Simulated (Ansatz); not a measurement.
Space group Imma (No. 74). a = 5.287 Å, b = 9.650 Å, c = 8.943 Å, α = 90.00°, β = 90.00°, γ = 90.00°
```
atom site symmetry x y z
  Si    8h m..  0.0000  0.0853  0.8452
   O    4e mm2  0.5000  0.7500  0.3833
   O    8g       .2.  0.7500  0.0435  0.7500
   O    4a     2/m..  0.0000  0.0000  0.0000
```

Equation of state of this SiO$_{2}$ structure (not necessarily the ground state), with shape and atoms relaxed at each volume where symmetry leaves them free. Computed with Ansatz 0.2.0, DFT PBE, scalar-relativistic, plane waves, PAW.

Cutoff 420 eV; k points 6×6×6 on the computed 12-atom cell (Γ-centred); Gaussian smearing, width 0.02 eV; no spin polarisation.

```json
{"V (Å³/atom)": "16.730", "E − E(largest V) (meV/atom)": "-31.47", "P (GPa)": "1.23", "gap on mesh (eV)": "5.40"}
{"V (Å³/atom)": "17.300", "E − E(largest V) (meV/atom)": "-35.40", "P (GPa)": "1.01", "gap on mesh (eV)": "5.39"}
{"V (Å³/atom)": "17.871", "E − E(largest V) (meV/atom)": "-38.58", "P (GPa)": "0.83", "gap on mesh (eV)": "5.38"}
{"V (Å³/atom)": "18.441", "E − E(largest V) (meV/atom)": "-41.05", "P (GPa)": "0.61", "gap on mesh (eV)": "5.38"}
{"V (Å³/atom)": "19.011", "E − E(largest V) (meV/atom)": "-42.32", "P (GPa)": "0.01", "gap on mesh (eV)": "5.39"}
{"V (Å³/atom)": "19.582", "E − E(largest V) (meV/atom)": "-39.73", "P (GPa)": "-1.84", "gap on mesh (eV)": "5.35"}
{"V (Å³/atom)": "20.152", "E − E(largest V) (meV/atom)": "-28.62", "P (GPa)": "-4.45", "gap on mesh (eV)": "5.24"}
{"V (Å³/atom)": "20.913", "E − E(largest V) (meV/atom)": "0.00", "P (GPa)": "-7.57", "gap on mesh (eV)": "5.02"}
```

Task: Does one Birch–Murnaghan curve describe these points?

Result: Not well: the fit leaves 1.08 meV/atom rms, which suggests a change of structure or state along the series.

The gaps are read on the mesh, which can miss the band edges, so they can be too wide.

This form isn't the usual stable structure of the compound.